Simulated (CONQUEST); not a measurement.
Crystal: SnSe2.

```
CELL_PARAMETERS angstrom
3.81100 0.00000 0.00000
0.00000 6.13600 0.00000
0.00000 0.00000 6.60085
ATOMIC_POSITIONS crystal
Sn 0.49749 0.99812 0.49846
Sn 0.99749 0.99812 0.99846
Se 0.00786 0.74947 0.33449
Se 0.50786 0.74947 0.83449
Se 0.00187 0.25317 0.66659
Se 0.50187 0.25317 0.16659
```

The cell isn't the ideal one: atoms moved at random, drawn with an rms of 0.05 Å.

Base run:

```yaml
Program: CONQUEST 1.3
Functional: PBE
Potentials_or_basis: PseudoDojo NC PBE, DZP, multi-site functions of range 8 bohr, grid cutoff 120 Ha
k_mesh: 7 × 5 × 4
Occupations: fermi-dirac, width 0.05 eV
Spin: no spin polarisation
```

Its results: band gap on the k mesh 0.65 eV; pressure 6.7 GPa; largest force 1.077 eV/Å.

After a change of settings the same cell gave: band gap on the k mesh 0.72 eV; pressure 15.5 GPa; largest force 2.613 eV/Å. Which change was it?
A. potentials or basis from PseudoDojo NC PBE, DZP, multi-site functions of range 8 bohr, grid cutoff 120 Ha to PseudoDojo NC PBE, DZP, multi-site functions of range 3 bohr, grid cutoff 120 Ha
B. potentials or basis from PseudoDojo NC PBE, DZP, multi-site functions of range 8 bohr, grid cutoff 120 Ha to PseudoDojo NC PBE, SZ, grid cutoff 120 Ha
C. potentials or basis from PseudoDojo NC PBE, DZP, multi-site functions of range 8 bohr, grid cutoff 120 Ha to PseudoDojo NC PBE, DZ, grid cutoff 120 Ha
D. potentials or basis from PseudoDojo NC PBE, DZP, multi-site functions of range 8 bohr, grid cutoff 120 Ha to PseudoDojo NC PBE, DZP, multi-site functions of range 12 bohr, grid cutoff 120 Ha

B.

Caveats: spin-orbit coupling is left out, which moves the levels of the heavy elements; an odd mesh through Γ misses points on the zone boundary, where band edges often lie; the basis of atomic orbitals isn't converged, which shifts pressures, moduli and gaps; multi-site functions contract the basis, which raises the energy a little and makes forces and stress less exact (some runs); the box holds several primitive cells, so bands are folded and the points are those of the box's own zone (some runs); the atomic basis is small (some runs).
